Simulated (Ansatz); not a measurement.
# AlP: the cell at several levels of theory

One table from this session's results is given with a row withheld; the runs are named, their logs left out.

Code: Ansatz 0.2.0. PAW datasets, plane waves, zero pressure. Calculated at 0 K for a non-magnetic cell.

## The system as given

It is cubic, F-43m (No. 216); conventional cell a = 5.473 Å, 20.49 Å³ an atom. Around Al lie 4 P at 2.37 Å; around P lie 4 Al at 2.37 Å.

Structure file:

```xyz
2
Lattice="0.0000 2.7365 2.7365 2.7365 0.0000 2.7365 2.7365 2.7365 0.0000" Properties=species:S:1:pos:R:3 pbc="T T T"
Al    0.0000    0.0000    0.0000
P     4.1047    4.1047    4.1047
```

Set-up of the first run:

Input file input.yaml:

```yaml
crystal:
  lattice:
    - [0.0, 2.736483713, 2.736483713]
    - [2.736483713, 0.0, 2.736483713]
    - [2.736483713, 2.736483713, 0.0]
  atoms:
    - { symbol: Al, position: [0.0, 0.0, 0.0] }
    - { symbol: P, position: [0.75, 0.75, 0.75] }
kpoints:
  mp_grid: { grid: [8, 8, 8] }
hamiltonian:
  xc: pbe
scf:
  occupations: { method: fermi_dirac, width: 0.02 }
relax:
  f_tol: 0.005
  cell: {}
```

The run is started by

```console
> ansatz run input.yaml --threads 2 --pin off --max-ram 20275MiB --backend cpu --events-out ev --progress --plain --runs-dir out
```

Among the steps run: PBE: cell and atoms; Relaxation with r2SCAN; Relaxation with PBEsol; Relaxation with LDA; HSE06: cell and atoms.

One table of the session follows, with a row left open; its other results are not shown here.

| level | a (Å) | volume (Å³/atom) |
| --- | --- | --- |
| PBE | 5.507 | 20.880 |
| r2SCAN | 5.479 | 20.554 |
| PBEsol | ? | ? |
| LDA | 5.434 | 20.060 |
| HSE06 | 5.477 | 20.534 |

Q: Estimate the row for PBEsol from the others.

As computed: a (Å): 5.470; volume (Å³/atom): 20.463. In the column «a (Å)» it lies between LDA (5.434) and HSE06 (5.477).

The first relaxation changed the volume by +1.9 % from the start. LDA gives the smallest cell and PBE the largest; they differ by 4.1 % in volume, a mean of 1.3 % in length. A measured a is 5.4635 Å (298 K; a printed reference work, textbook); the misses are PBE +0.8 %, r2SCAN +0.3 %, PBEsol +0.1 %, LDA -0.5 %, HSE06 +0.2 %. The calculation is for a static lattice, without the thermal expansion and zero-point motion that a measured cell holds. The meshes differ: PBE 8×8×8, r2SCAN 8×8×8, PBEsol 8×8×8, LDA 8×8×8, HSE06 6×6×6.

**Measured values.**

A printed reference work, textbook reports, for a bulk crystal of AlP at 298 K: lattice constant a 5.4635 ± 0.0004 Å.
